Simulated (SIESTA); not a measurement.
TaSi2:

```
CELL_PARAMETERS angstrom
4.78000 0.00000 0.00000
-2.39000 4.13960 0.00000
0.00000 0.00000 6.56400
ATOMIC_POSITIONS crystal
Ta 0.99941 0.49896 0.16585
Ta 0.49042 0.50134 0.83010
Ta 0.50910 0.99530 0.50026
Si 0.34901 0.17613 0.16807
Si 0.17487 0.83739 0.83704
Si 0.82396 0.65499 0.49773
Si 0.65742 0.82805 0.17320
Si 0.84080 0.16120 0.83140
Si 0.16132 0.32866 0.49610
```

The cell isn't the ideal one: atoms moved at random, drawn with an rms of 0.05 Å.

A run of SIESTA 5.4.2 on this cell left the log below. Logs are shortened: lines on timing, memory, paths and dates and some standing lists are left out, and cuts for length are marked.

```text
Version         : 5.4.2

[... 6 lines left out ...]
 NOTE: Please see the manual for full details and compatibility measures.

reinit: Reading from file TaSi2.fdf

reinit: -----------------------------------------------------------------------
reinit: System Name: TaSi2
reinit: -----------------------------------------------------------------------
reinit: System Label: TaSi2
reinit: -----------------------------------------------------------------------

initatom: Reading input for the pseudopotentials and atomic orbitals ----------
Species number:   1 Atomic number:   73 Label: Ta
Species number:   2 Atomic number:   14 Label: Si

Ground state valence configuration (from tables):   6s02  6p00  5d03  5f00
Ground state valence configuration (from tables):   3s02  3p02  3d00  4f00

---- Processing specs for species: Ta
Reading pseudopotential information in PSML from:
  Ta.psml
PSML file version: 1.1
Using libxc ids:  116 133
GGA--PBEsol XC_GGA_X_PBE_SOL--XC_GGA_C_PBE_SOL ps
Semicore shell(s) with  8 electrons included in the valence for Ta

---- Processing specs for species: Si
Reading pseudopotential information in PSML from:
  Si.psml
PSML file version: 1.1
Using libxc ids:  116 133
GGA--PBEsol XC_GGA_X_PBE_SOL--XC_GGA_C_PBE_SOL ps

---- Pseudopotential check for Ta

Pseudized shells:
5s( 2.00) rc: 1.70
5p( 6.00) rc: 1.70
5d( 3.00) rc: 1.70
5f( 0.00) rc: 2.25
Valence configuration for ps generation: 5s:5p:5d:6s: Total charge:  13.000000
Semicore shell(s): 5s 5p

---- Pseudopotential check for Si

Pseudized shells:
3s( 2.00) rc: 1.60
3p( 2.00) rc: 1.71
3d( 0.00) rc: 1.90
Valence configuration for ps generation: 3s:3p: Total charge:   4.000000
For Ta, standard SIESTA heuristics set lmxkb to 3
 (one more than the basis l, including polarization orbitals).
Use PS.lmax or PS.KBprojectors blocks to override.
For Si, standard SIESTA heuristics set lmxkb to 3
 (one more than the basis l, including polarization orbitals).
Use PS.lmax or PS.KBprojectors blocks to override.
Si pseudopotential only contains V_ls up to l=2 -- lmxkb reset.

<basis_specs>
[... 630 lines left out ...]
siesta:      4   -1.011115   -0.695172   -0.058207
siesta:      5   -1.043648    0.342619   -0.288979
siesta:      6    0.355796    1.030295    0.233704
siesta:      7    1.117827    0.386809   -0.787122
siesta:      8    0.403330   -0.235884    0.283330
siesta:      9    0.222643   -0.828543    0.118560
siesta: ----------------------------------------
siesta:    Tot    0.001148   -0.000569    0.000131

siesta: Stress tensor (static) (eV/Ang**3):
siesta:     0.006343    0.001109    0.001690
siesta:     0.001109    0.010399   -0.001197
siesta:     0.001690   -0.001197   -0.010554

siesta: Cell volume =        129.883803 Ang**3

siesta: Pressure (static):
siesta:                Solid            Molecule  Units
siesta:          -0.00002247         -0.00024161  Ry/Bohr**3
siesta:          -0.00206283         -0.02218390  eV/Ang**3
siesta:          -3.30502046        -35.54252723  kBar

Basis Enthalpy Calculation:
    Basis Pressure for species 1(Ta) :      0.2000000 GPa
    Basis Pressure for species 2(Si) :      0.2000000 GPa

    Orbital volume contribution        =          10.592189 eV
    (Free)E + p_basis*V_orbitals       =       -5996.438595 eV
    (Free)Eharris+ p_basis*V_orbitals  =       -5996.438595 eV

mulliken: Atomic and Orbital Populations:

Species: Ta
Atom  Qatom  Qorb
               5s      5s      6s      6s      5py     5pz     5px     5py
               5pz     5px     6py     6pz     6px     5dxy    5dyz    5dz2
               5dxz    5dx2-y2 5dxy    5dyz    5dz2    5dxz    5dx2-y2
   1 11.659   1.855   0.045  -0.141   0.176   1.946   1.948   1.946   0.052
              0.041   0.052   0.107   0.063   0.088   0.677   0.646   0.478

              0.690   0.638   0.039   0.081   0.154   0.032   0.045
   2 11.677   1.855   0.045  -0.150   0.184   1.947   1.946   1.944   0.051
              0.043   0.054   0.110   0.067   0.097   0.667   0.656   0.479

              0.703   0.644   0.043   0.072   0.148   0.025   0.049
   3 11.645   1.855   0.044  -0.156   0.185   1.945   1.949   1.948   0.054
              0.040   0.049   0.084   0.059   0.112   0.617   0.727   0.461

              0.603   0.697   0.055  -0.000   0.164   0.125   0.030

Species: Si
Atom  Qatom  Qorb
               3s      3s      3py     3pz     3px     3py     3pz     3px
               3Pdxy   3Pdyz   3Pdz2   3Pdxz   3Pdx2-y2
   4  4.663   1.665  -0.092   0.428   0.468   0.437   0.323   0.316   0.338
              0.155   0.142   0.174   0.143   0.165
   5  4.689   1.683  -0.099   0.489   0.521   0.447   0.295   0.277   0.310
              0.157   0.141   0.173   0.136   0.159
   6  4.677   1.677  -0.097   0.426   0.492   0.451   0.336   0.305   0.311
              0.166   0.141   0.175   0.142   0.153
   7  4.668   1.669  -0.093   0.400   0.464   0.429   0.343   0.328   0.338
              0.157   0.148   0.177   0.144   0.165
   8  4.662   1.668  -0.092   0.461   0.473   0.420   0.314   0.311   0.328
              0.158   0.144   0.178   0.140   0.160
   9  4.660   1.665  -0.092   0.408   0.445   0.423   0.347   0.336   0.336
              0.165   0.140   0.182   0.151   0.154

mulliken: Qtot =       63.000

Mulliken Atomic Populations:
Atom #   charge [q] valence [e]  Species
     1     1.340746   11.659254  Ta
     2     1.322770   11.677230  Ta
     3     1.355160   11.644840  Ta
     4    -0.662572    4.662572  Si
     5    -0.688725    4.688725  Si
     6    -0.677241    4.677241  Si
     7    -0.667600    4.667600  Si
     8    -0.662049    4.662049  Si
     9    -0.660488    4.660488  Si
 Total    -0.000000

Job completed
```

Q: Write the input and the command behind it.

A: Single point with PBEsol, no spin polarisation. The files as run (others can give the same):

TaSi2.fdf
```
SystemName                      TaSi2
SystemLabel                     TaSi2
NumberOfSpecies                 2
NumberOfAtoms                   9
%block ChemicalSpeciesLabel
  1  73 Ta
  2  14 Si
%endblock ChemicalSpeciesLabel

LatticeConstant                 1.0 Ang
%block LatticeVectors
     4.7800000000     0.0000000000     0.0000000000
    -2.3900000000     4.1396014301     0.0000000000
     0.0000000000     0.0000000000     6.5640000000
%endblock LatticeVectors
AtomicCoordinatesFormat         Fractional
%block AtomicCoordinatesAndAtomicSpecies
    -0.0005910000     0.4989600000     0.1658540000  1  Ta
     0.4904180000     0.5013370000     0.8301000000  1  Ta
     0.5090980000    -0.0047010000     0.5002570000  1  Ta
     0.3490050000     0.1761270000     0.1680730000  2  Si
     0.1748700000     0.8373910000     0.8370380000  2  Si
     0.8239580000     0.6549860000     0.4977260000  2  Si
     0.6574160000     0.8280550000     0.1732030000  2  Si
     0.8408000000     0.1612000000     0.8314000000  2  Si
     0.1613240000     0.3286590000     0.4961040000  2  Si
%endblock AtomicCoordinatesAndAtomicSpecies

%block kgrid.MonkhorstPack
    7   0   0  0.0
    0   7   0  0.0
    0   0   4  0.0
%endblock kgrid.MonkhorstPack
XC.Functional                   GGA
XC.Authors                      PBEsol
PAO.BasisSize                   DZP
PAO.EnergyShift                 0.003 Ry
Mesh.Cutoff                     800 Ry
OccupationFunction              FD
ElectronicTemperature           0.05 eV
MaxSCFIterations                120
SCF.MustConverge                false
SCF.Mixer.Method                Pulay
SCF.Mixer.Weight                0.25
SCF.Mixer.History               8
SCF.DM.Tolerance                5.0e-05
SCF.H.Tolerance                 1.0e-03 eV
WriteForces                     true
Charge.Mulliken                 end
%block PAO.Basis
  Ta 5
  n=5 0 2
    3.138 0.000
  n=6 0 2
    7.687 0.000
  n=5 1 2
    3.782 0.000
  n=6 1 1
    7.687
  n=5 2 2
    7.138 0.000
%endblock PAO.Basis
```

Potentials or basis: PseudoDojo 0.4 standard (PBEsol files), DZP (energy shift 0.003 Ry; two zetas on semicore shells).
The run is started by
```bash
$ siesta TaSi2.fdf > TaSi2.out 2>&1
```

Caveat: short orbitals over semicore shells can move pressures by several GPa; the basis of atomic orbitals isn't converged, which shifts pressures, moduli and gaps.
